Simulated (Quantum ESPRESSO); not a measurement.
# Ga (P2_1/m) in Quantum ESPRESSO: band structure with PBEsol

Aim: the band structure of Ga with PBEsol.

Program: Quantum ESPRESSO 7.5. These are calculated values, not measurements. Logs are shortened: lines on timing, memory, paths and dates and some standing lists are left out, and cuts for length are marked.

### Step 1. Starting point

It takes space group P2_1/m (No. 11, monoclinic). Conventional cell: a = 2.778 Å, b = 3.282 Å, c = 4.210 Å, α = 90.00°, β = 108.61°, γ = 90.00°. Around Ga (site symmetry m) lie 8 Ga at 2.71 to 2.84 Å.

This isn't the form of Ga at room conditions, which is orthorhombic.

### Step 2. Band structure, PBEsol

pw.in reads:

```
&CONTROL
  calculation = 'scf'
  prefix = 'pwscf'
  outdir = './tmp'
  pseudo_dir = './pseudo'
  tprnfor = .true.
  tstress = .true.
  disk_io = 'low'
/
&SYSTEM
  ibrav = 0
  celldm(1) = 8
  nat = 2
  ntyp = 1
  ecutwfc = 56
  ecutrho = 448
  nbnd = 27
  occupations = 'smearing'
  smearing = 'fd'
  degauss = 0.00367493
/
&ELECTRONS
  conv_thr = 4d-10
  electron_maxstep = 120
  mixing_beta = 0.5
/
ATOMIC_SPECIES
Ga    69.7230 ga_pbesol_v1.4.uspp.F.UPF
CELL_PARAMETERS alat
  0.6563070998841   0.0000000000000   0.0000000000000
  0.0000000000000   0.7751677326581   0.0000000000000
 -0.3173396054574   0.0000000000000   0.9425654332059
ATOMIC_POSITIONS crystal
Ga     0.1345962700    0.7500000000    0.7701668300
Ga     0.8654037300    0.2500000000    0.2298331700
K_POINTS automatic
10 8 7 0 0 0
```

bands.in reads:

```
&CONTROL
  calculation = 'bands'
  prefix = 'pwscf'
  outdir = './tmp'
  pseudo_dir = './pseudo'
  disk_io = 'low'
  verbosity = 'high'
/
&SYSTEM
  ibrav = 0
  celldm(1) = 8
  nat = 2
  ntyp = 1
  ecutwfc = 56
  ecutrho = 448
  nbnd = 27
  occupations = 'smearing'
  smearing = 'fd'
  degauss = 0.00367493
/
&ELECTRONS
  conv_thr = 1d-08
  electron_maxstep = 120
  mixing_beta = 0.5
  diago_full_acc = .true.
  startingwfc = 'random'
/
ATOMIC_SPECIES
Ga    69.7230 ga_pbesol_v1.4.uspp.F.UPF
CELL_PARAMETERS alat
  0.6563070998841   0.0000000000000   0.0000000000000
  0.0000000000000   0.7751677326581   0.0000000000000
 -0.3173396054574   0.0000000000000   0.9425654332059
ATOMIC_POSITIONS crystal
Ga     0.1345962700    0.7500000000    0.7701668300
Ga     0.8654037300    0.2500000000    0.2298331700
K_POINTS crystal
60
 0.0000000000  0.0000000000  0.0000000000 1
 0.0000000000  0.0000000000  0.1000000000 1
 0.0000000000  0.0000000000  0.2000000000 1
 0.0000000000  0.0000000000  0.3000000000 1
 0.0000000000  0.0000000000  0.4000000000 1
 0.0000000000  0.0000000000  0.5000000000 1
-0.0732436377  0.0000000000  0.5354149865 1
-0.1464872753  0.0000000000  0.5708299730 1
-0.2197309130  0.0000000000  0.6062449595 1
-0.2929745507  0.0000000000  0.6416599460 1
-0.3662181883  0.0000000000  0.6770749325 1
-0.4394618260  0.0000000000  0.7124899190 1
-0.4697309130  0.0000000000  0.6062449595 1
-0.5000000000  0.0000000000  0.5000000000 1
-0.5000000000  0.0714285714  0.5000000000 1
-0.5000000000  0.1428571429  0.5000000000 1
-0.5000000000  0.2142857143  0.5000000000 1
-0.5000000000  0.2857142857  0.5000000000 1
-0.5000000000  0.3571428571  0.5000000000 1
-0.5000000000  0.4285714286  0.5000000000 1
-0.5000000000  0.5000000000  0.5000000000 1
-0.5302690870  0.5000000000  0.3937550405 1
-0.5605381740  0.5000000000  0.2875100810 1
-0.5403587827  0.5000000000  0.1916733874 1
-0.5201793913  0.5000000000  0.0958366937 1
-0.5000000000  0.5000000000  0.0000000000 1
-0.5000000000  0.4285714286  0.0000000000 1
-0.5000000000  0.3571428571  0.0000000000 1
-0.5000000000  0.2857142857  0.0000000000 1
-0.5000000000  0.2142857143  0.0000000000 1
-0.5000000000  0.1428571429  0.0000000000 1
-0.5000000000  0.0714285714  0.0000000000 1
-0.5000000000  0.0000000000  0.0000000000 1
-0.5201793913  0.0000000000  0.0958366937 1
-0.5403587827  0.0000000000  0.1916733874 1
-0.5605381740  0.0000000000  0.2875100810 1
-0.4394618260  0.5000000000  0.7124899190 1
-0.3845290977  0.5000000000  0.6859286791 1
-0.3295963695  0.5000000000  0.6593674392 1
-0.2746636412  0.5000000000  0.6328061994 1
-0.2197309130  0.5000000000  0.6062449595 1
-0.1647981847  0.5000000000  0.5796837196 1
-0.1098654565  0.5000000000  0.5531224797 1
-0.0549327282  0.5000000000  0.5265612399 1
 0.0000000000  0.5000000000  0.5000000000 1
 0.0000000000  0.5000000000  0.4166666667 1
 0.0000000000  0.5000000000  0.3333333333 1
 0.0000000000  0.5000000000  0.2500000000 1
 0.0000000000  0.5000000000  0.1666666667 1
 0.0000000000  0.5000000000  0.0833333333 1
 0.0000000000  0.5000000000  0.0000000000 1
 0.0000000000  0.0000000000  0.5000000000 1
 0.0000000000  0.0625000000  0.5000000000 1
 0.0000000000  0.1250000000  0.5000000000 1
 0.0000000000  0.1875000000  0.5000000000 1
 0.0000000000  0.2500000000  0.5000000000 1
 0.0000000000  0.3125000000  0.5000000000 1
 0.0000000000  0.3750000000  0.5000000000 1
 0.0000000000  0.4375000000  0.5000000000 1
 0.0000000000  0.5000000000  0.5000000000 1
```

Potentials or basis: GBRV 1.5 PBEsol.

Command:

```console
> OMP_NUM_THREADS=1 mpirun -n 2 pw.x -nk 2 -in pw.in > pw.out
> OMP_NUM_THREADS=1 mpirun -n 2 pw.x -nk 2 -in bands.in > bands.out
```

pw.out:

```text
This program is part of the open-source Quantum ESPRESSO suite
     for quantum simulation of materials; please cite
[... 13 lines left out ...]
     --------------------
     sticks:   dense  smooth     PW     G-vecs:    dense   smooth      PW
     Sum        1159     581    177                39269    13877    2415

     Using Slab Decomposition

     bravais-lattice index     =            0
     lattice parameter (alat)  =       8.0000  a.u.
     unit-cell volume          =     245.5185 (a.u.)^3
     number of atoms/cell      =            2
     number of atomic types    =            1
     number of electrons       =        38.00
     number of Kohn-Sham states=           27
     kinetic-energy cutoff     =      56.0000  Ry
     charge density cutoff     =     448.0000  Ry
     scf convergence threshold =      4.0E-10
     mixing beta               =       0.5000
     number of iterations used =            8  plain     mixing
     Exchange-correlation= SLA  PW   PSX  PSC
                           (   1   4  10   8   0   0   0)

     celldm(1)=   8.000000  celldm(2)=   0.000000  celldm(3)=   0.000000
     celldm(4)=   0.000000  celldm(5)=   0.000000  celldm(6)=   0.000000

     crystal axes: (cart. coord. in units of alat)
               a(1) = (   0.656307   0.000000   0.000000 )
               a(2) = (   0.000000   0.775168   0.000000 )
               a(3) = (  -0.317340   0.000000   0.942565 )

     reciprocal axes: (cart. coord. in units 2 pi/alat)
               b(1) = (  1.523677 -0.000000  0.512986 )
               b(2) = (  0.000000  1.290043 -0.000000 )
               b(3) = (  0.000000  0.000000  1.060934 )

     PseudoPot. # 1 for Ga read from file:
     ga_pbesol_v1.4.uspp.F.UPF
     Pseudo is Ultrasoft + core correction, Zval = 19.0
     Generated by new atomic code, or converted to UPF format
     Using radial grid of  871 points,  6 beta functions with:
                l(1) =   0
                l(2) =   0
                l(3) =   1
                l(4) =   1
                l(5) =   2
                l(6) =   2
     Q(r) pseudized with  8 coefficients,  rinner =    1.250   1.250   1.250
                                                       1.250   1.250

     atomic species   valence    mass     pseudopotential
     Ga               19.00    69.72300     Ga( 1.00)

      4 Sym. Ops., with inversion, found ( 2 have fractional translation)

   Cartesian axes

     site n.     atom                  positions (alat units)
         1        Ga     tau(   1) = (  -0.1560680   0.5813758   0.7259326  )
         2        Ga     tau(   2) = (   0.4950354   0.1937919   0.2166328  )

     number of k points=   180  Fermi-Dirac smearing, width (Ry)=  0.0037

     Number of k-points >= 100: set verbosity='high' to print them.

     Dense  grid:    39269 G-vectors     FFT dimensions: (  36,  48,  54)

     Smooth grid:    13877 G-vectors     FFT dimensions: (  25,  30,  40)

     Check: negative core charge=   -0.000001

     Initial potential from superposition of free atoms

     starting charge      36.0000, renormalised to      38.0000
     Starting wfcs are   24 randomized atomic wfcs +    3 random wfcs

     Self-consistent Calculation

     iteration #  1     ecut=    56.00 Ry     beta= 0.50
     Davidson diagonalization with overlap
     ethr =  1.00E-02,  avg # of iterations =  5.8

     total energy              =    -820.94523113 Ry
     estimated scf accuracy    <      18.53693649 Ry

     iteration #  2     ecut=    56.00 Ry     beta= 0.50
     Davidson diagonalization with overlap
     ethr =  1.00E-02,  avg # of iterations =  2.4

     total energy              =    -829.77027821 Ry
     estimated scf accuracy    <       4.58147951 Ry

     iteration #  3     ecut=    56.00 Ry     beta= 0.50
     Davidson diagonalization with overlap
     ethr =  1.00E-02,  avg # of iterations =  2.0

     total energy              =    -829.85270971 Ry
     estimated scf accuracy    <       0.53062747 Ry

     iteration #  4     ecut=    56.00 Ry     beta= 0.50
     Davidson diagonalization with overlap
     ethr =  1.40E-03,  avg # of iterations =  2.1

     total energy              =    -829.98644548 Ry
     estimated scf accuracy    <       0.00254752 Ry

     iteration #  5     ecut=    56.00 Ry     beta= 0.50
     Davidson diagonalization with overlap
     ethr =  6.70E-06,  avg # of iterations =  5.1

     total energy              =    -829.98744569 Ry
     estimated scf accuracy    <       0.00127475 Ry

     iteration #  6     ecut=    56.00 Ry     beta= 0.50
     Davidson diagonalization with overlap
     ethr =  3.35E-06,  avg # of iterations =  2.0

     total energy              =    -829.98752501 Ry
     estimated scf accuracy    <       0.00009255 Ry

     iteration #  7     ecut=    56.00 Ry     beta= 0.50
     Davidson diagonalization with overlap
     ethr =  2.44E-07,  avg # of iterations =  3.5

     total energy              =    -829.98756588 Ry
     estimated scf accuracy    <       0.00002677 Ry

     iteration #  8     ecut=    56.00 Ry     beta= 0.50
     Davidson diagonalization with overlap
     ethr =  7.04E-08,  avg # of iterations =  2.1

     total energy              =    -829.98757135 Ry
     estimated scf accuracy    <       0.00000015 Ry

     iteration #  9     ecut=    56.00 Ry     beta= 0.50
     Davidson diagonalization with overlap
     ethr =  3.86E-10,  avg # of iterations =  3.9

     total energy              =    -829.98757160 Ry
     estimated scf accuracy    <          1.1E-09 Ry

     iteration # 10     ecut=    56.00 Ry     beta= 0.50
     Davidson diagonalization with overlap
     ethr =  2.81E-12,  avg # of iterations =  4.1

     total energy              =    -829.98757161 Ry
     estimated scf accuracy    <          1.7E-09 Ry

     iteration # 11     ecut=    56.00 Ry     beta= 0.50
     Davidson diagonalization with overlap
     ethr =  2.81E-12,  avg # of iterations =  2.0

     End of self-consistent calculation

     Number of k-points >= 100: set verbosity='high' to print the bands.

     the Fermi energy is    11.4652 ev

!    total energy              =    -829.98757161 Ry
     estimated scf accuracy    <          1.3E-11 Ry
     smearing contrib. (-TS)   =      -0.00030405 Ry
     internal energy E=F+TS    =    -829.98726756 Ry

     The total energy is F=E-TS. E is the sum of the following terms:
     one-electron contribution =    -669.11670342 Ry
     hartree contribution      =     350.37619881 Ry
     xc contribution           =     -95.96344470 Ry
     ewald contribution        =    -415.28331824 Ry

     convergence has been achieved in  11 iterations

     Forces acting on atoms (cartesian axes, Ry/au):

     atom    1 type  1   force =    -0.00034025    0.00000000   -0.00287536
     atom    2 type  1   force =     0.00034025    0.00000000    0.00287536

     Total force =     0.004095     Total SCF correction =     0.000007

     Computing stress (Cartesian axis) and pressure

          total   stress  (Ry/bohr**3)                   (kbar)     P=       -6.32
   0.00000048   0.00000000  -0.00002765            0.07        0.00       -4.07
   0.00000000  -0.00011550   0.00000000            0.00      -16.99        0.00
  -0.00002765   0.00000000  -0.00001382           -4.07        0.00       -2.03

=------------------------------------------------------------------------------=
   JOB DONE.
=------------------------------------------------------------------------------=
```

Wall time 79 s (2 MPI ranks of Arm Neoverse V2, shared host); peak memory 0.36 GiB.

What came out:

```yaml
Free_energy: -11292.5562 eV
Pressure: -0.6 GPa
Largest_force: 0.074 eV/Å
Band_gap_on_the_k_mesh: none (metal or under the smearing width)
```

Forces in eV/Å, atoms in the order of the input:
```
Ga  -0.009  0.000 -0.074
Ga   0.009  0.000  0.074
```

Stress tensor (GPa, compression positive):
```
 0.01  0.00 -0.41
 0.00 -1.70  0.00
-0.41  0.00 -0.20
```

Levels at the corners of the path, in eV from the Fermi level:
| point | band 15 | band 16 | band 17 | band 18 | band 19 | band 20 | band 21 | band 22 | band 23 | band 24 |
| --- | --- | --- | --- | --- | --- | --- | --- | --- | --- | --- |
| Γ | -14.68 | -14.54 | -11.40 | -2.07 | -1.45 | 1.82 | 5.60 | 9.19 | 10.35 | 10.66 |
| Y | -14.64 | -14.60 | -9.39 | -8.49 | 4.03 | 5.09 | 6.16 | 6.41 | 7.18 | 10.78 |
| H | -14.61 | -14.56 | -5.61 | -5.44 | -3.91 | 4.17 | 4.86 | 6.73 | 7.88 | 9.90 |
| C | -14.60 | -14.57 | -6.15 | -5.27 | -1.57 | -0.03 | 6.30 | 6.87 | 8.65 | 9.44 |
| E | -14.57 | -14.57 | -2.80 | -2.80 | -1.71 | -1.71 | 1.96 | 1.96 | 4.39 | 4.39 |
| M1 | -14.58 | -14.58 | -2.44 | -2.44 | -1.93 | -1.93 | 0.25 | 0.25 | 7.90 | 7.90 |
| A | -14.57 | -14.57 | -2.90 | -2.90 | -1.72 | -1.72 | 2.18 | 2.18 | 4.57 | 4.57 |
| X | -14.60 | -14.57 | -6.26 | -5.28 | -1.39 | 0.21 | 6.19 | 6.59 | 8.72 | 9.16 |
| H1 | -14.61 | -14.56 | -5.61 | -5.44 | -3.91 | 4.17 | 4.86 | 6.73 | 7.88 | 9.90 |
| M | -14.58 | -14.58 | -2.44 | -2.44 | -1.93 | -1.93 | 0.25 | 0.25 | 7.90 | 7.90 |
| D | -14.68 | -14.68 | -6.01 | -6.01 | -4.37 | -4.37 | 10.75 | 10.75 | 12.11 | 12.11 |
| Z | -14.61 | -14.61 | -7.82 | -7.82 | 1.74 | 1.74 | 2.68 | 2.68 | 11.55 | 11.55 |
| Y | -14.64 | -14.60 | -9.39 | -8.49 | 4.03 | 5.09 | 6.16 | 6.41 | 7.18 | 10.78 |
| D | -14.68 | -14.68 | -6.01 | -6.01 | -4.37 | -4.37 | 10.75 | 10.75 | 12.11 | 12.11 |

### Step 3. For comparison

An earlier run on the cell as given: functional PBEsol; potentials or basis GBRV 1.5 PBEsol; cutoff 762 eV; density cutoff 6095 eV; k mesh 10 × 8 × 7; occupations fermi-dirac, width 0.05 eV; no spin polarisation.

* Pressure: -0.6 GPa
* Largest force: 0.074 eV/Å
* Band gap on the k mesh: none (metal or under the smearing width)
